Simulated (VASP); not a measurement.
The system is Sn.

```
Sn
1.0
    -1.89465    1.89465    1.89465
     1.89465   -1.89465    1.89465
     1.89465    1.89465   -1.89465
Sn
1
Direct
  0.00000 0.00000 0.00000
```

This isn't the form of Sn at room conditions, which is tetragonal (white tin).

```yaml
Program: VASP 6.6.1
Task: relaxation of cell and atoms
Functional: vdW-DF-cx
Potentials_or_basis: VASP PAW PBE potentials, release 64 (Sn_d)
Cutoff: 600 eV
k_mesh: 10 × 10 × 10
Occupations: fermi-dirac, width 0.05 eV
Spin: no spin polarisation
```

At the start: pressure -1.6 GPa; volume 27.20 Å³/atom.

Question: How do energy, volume and symmetry change on relaxing?

Answer: Over 3 steps the energy falls by 4.5 meV/atom and the volume is 26.31 Å³/atom (-3.3 %); space group Im-3m (No. 229, to 0.05 Å).

Step by step:
| step | energy change (eV) | largest force (eV/Å) | pressure (GPa) | volume (Å³) |
| --- | --- | --- | --- | --- |
| 1 | 0.0000 | 0.0000 | -1.57 | 27.20 |
| 2 | -0.0044 | 0.0000 | 0.28 | 26.17 |
| 3 | -0.0045 | 0.0000 | 0.01 | 26.31 |

Final structure:
```
Sn
1.0
    -1.87363    1.87363    1.87363
     1.87363   -1.87363    1.87363
     1.87363    1.87363   -1.87363
Sn
1
Cartesian
  0.0000 0.0000 0.0000
```

Caveat: the PAW data sets were made with another functional, which shifts forces and pressure a little.
